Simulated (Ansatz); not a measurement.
The system is Ru.

```
Ru
1.0
     2.70580    0.00000    0.00000
    -1.35290    2.34329    0.00000
     0.00000    0.00000    4.28190
Ru
2
Direct
  0.66667 0.33333 0.75000
  0.33333 0.66667 0.25000
```

Program: Ansatz 0.2.0. Alike in all runs: potentials or basis Ansatz PAW; no spin polarisation; cell as given; cutoff (eV) 420. Hardware: 2 threads of Intel(R) Xeon(R) Processor @ 2.50GHz (Skylake/Cascade Lake), on a shared host.

Problem. Order these runs on this cell by their wall time, lowest first.
A. task band structure; level RPBE; k mesh 11 × 11 × 6; smearing fermi-dirac 0.05 eV; points for each segment of the path 14; mesh quality not flagged
B. task band structure; level PBE; k mesh 11 × 11 × 6; smearing fermi-dirac 0.05 eV; points for each segment of the path 14; mesh quality not flagged
C. task single point; level PBE0; k mesh 6 × 6 × 3; smearing fermi-dirac 0.05 eV; mesh quality coarse
D. task single point; level PBE; k mesh 11 × 11 × 6; smearing gaussian 0.021 eV; mesh quality not flagged
E. task band structure; level HSE03; k mesh 6 × 6 × 3; smearing fermi-dirac 0.05 eV; points for each segment of the path 4; mesh quality coarse

Solution. D (1.7 s), B (3.4 s), A (8.4 s), C (38 s), E (200 s).

Caveats: some runs use coarse meshes.

Not every run made on this cell is shown here.
